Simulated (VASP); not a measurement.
Input of a VASP 6.6.1 run:

Contents of INCAR:

```
ALGO = Fast
EDIFF = 1E-7
EDIFFG = -0.002
ENCUT = 700
GGA = PS
IBRION = 2
ISIF = 3
ISMEAR = 0
LASPH = T
LCHARG = F
LREAL = F
LWAVE = F
NELM = 60
NSW = 80
PREC = Accurate
PSTRESS = 1250.0
SIGMA = 0.1
```

File KPOINTS:

```
k-points
0
Gamma
  21 21 21
```

POSCAR

```
Se                                      
1.0
    1.9534107824      1.1278023130      0.8982189146
   -1.9534107824      1.1278023130      0.8982189146
    0.0000000000     -2.2556046260      0.8982189146
  Se            
     1
Direct
     0.0000000000000000    0.0000000000000000    1.0000000000000000
```

Potentials or basis: VASP PAW PBE potentials, release 64 (Se).

Run with:

```bash
$ cat potpaw_PBE.64/Se/POTCAR > POTCAR
$ mpirun -np 1 vasp_std > vasp.out
```

Question: Estimate the band gap on the k mesh.

Answer: None (metal or under the smearing width).

Final structure:
```cif
data_structure
_symmetry_space_group_name_H-M 'P 1'
_symmetry_Int_Tables_number 1
_cell_length_a 2.4279
_cell_length_b 2.4279
_cell_length_c 2.4279
_cell_angle_alpha 107.139
_cell_angle_beta 107.139
_cell_angle_gamma 107.139
_cell_volume 11.87
loop_
_atom_site_label
_atom_site_type_symbol
_atom_site_fract_x
_atom_site_fract_y
_atom_site_fract_z
_atom_site_occupancy
Se1 Se 0.00000 0.00000 0.00000 1
```

Caveat: the relaxation stopped at its first step, so nothing moved.
